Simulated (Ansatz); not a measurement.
## Phonons of SrO (Fm-3m)

```
CELL_PARAMETERS angstrom
0.00000 2.56144 2.56144
2.56144 0.00000 2.56144
2.56144 2.56144 0.00000
ATOMIC_POSITIONS crystal
Sr 0.50000 0.50000 0.50000
O 0.00000 0.00000 0.00000
```

Level of theory, where no other is named: PBEsol, all-electron LAPW in Ansatz 0.2.0, scalar-relativistic. k mesh 8×8×8, fixed occupations, basis error target 1 meV/atom. The cell was relaxed by PAW under this functional.

Atoms are displaced by 0.01 Å in the smallest supercells that hold the wave vectors of a 2×2×2 mesh. Negative values stand for unstable modes. The zone centre has no LO-TO term.

Q: What are the phonon energies at the solved wave vectors, in meV?

A: 

| q | point | modes (meV) |
| --- | --- | --- |
| 0.000 0.000 0.000 | Gamma | 25.18 (×3) |
| 0.500 0.000 0.000 | L | 13.01 (×2), 28.35, 33.64 (×2), 52.51 |
| 0.500 0.500 0.000 | X | 15.43 (×2), 23.26, 28.72 (×2), 38.02 |

Q: Is the structure dynamically stable at these wave vectors?

A: Yes, no mode is unstable there; wave vectors off this mesh aren't tested.

Q: How do the optical zone-centre modes decompose, and which are active?

A: Point group m-3m: Γ_opt = T1u.

| label | meV | activity | mostly |
| --- | --- | --- | --- |
| T1u | 25.18 | IR | O (85 %) |

Q: How well do frozen-core PAW files reproduce these all-electron values?

A: With a cutoff of 420 eV and displacements of 0.0025 Å, the r.m.s. difference over the modes is 0.4 cm⁻¹; the largest difference is 231.0 (PAW) against 231.7 cm⁻¹ (LAPW).

Q: The cell is scaled evenly to 32.939 and 34.283 Å³ (from 33.611), with free atoms relaxed and the shape held. What are the mode Grüneisen parameters γ = −d ln ω/d ln V?

A: For the highest mode, 433.5 cm⁻¹ in the small cell and 414.0 in the large one give γ ≈ 1.15. From the change of the dynamical matrix on each mode:

| point | cm⁻¹ | γ |
| --- | --- | --- |
| Gamma | 203.1 | 2.97 |
| L | 105.0 | 2.29 |
| L | 228.6 | 0.99 |
| L | 271.4 | 2.06 |
| L | 423.5 | 1.15 |
| X | 124.5 | 0.28 |
| X | 187.6 | 2.30 |
| X | 231.7 | 2.31 |
| X | 306.7 | 0.68 |

Weighted by the modes' heat capacities at 300 K, the mean on this mesh is 1.72; it moves with the q mesh, and a coarse one overweights the zone boundary.

Q: Linear response on PAW files adds the field. What are the dielectric tensor, the Born charges and the LO shift?

A: ε∞ = (3.87, 3.87, 3.87) along x, y, z with local fields. Born charges (xx, yy, zz): Sr1 (2.46, 2.46, 2.46); O2 (-2.46, -2.46, -2.46). The highest zone-centre mode lies at 202.6 cm⁻¹ without the macroscopic field and at 458.2 cm⁻¹ with it, for q along x. Lyddane-Sachs-Teller then gives ε₀ = ε∞ (ω_LO/ω_TO)² = 19.78. With the ions free to follow the field, the program's ε₀ is (19.78, 19.78, 19.78).

Caveats: the frozen-core PAW files of the compared runs were fitted under PBE, their cores solved anew for this functional; semilocal gaps are low, and ε∞ tends to come out large.
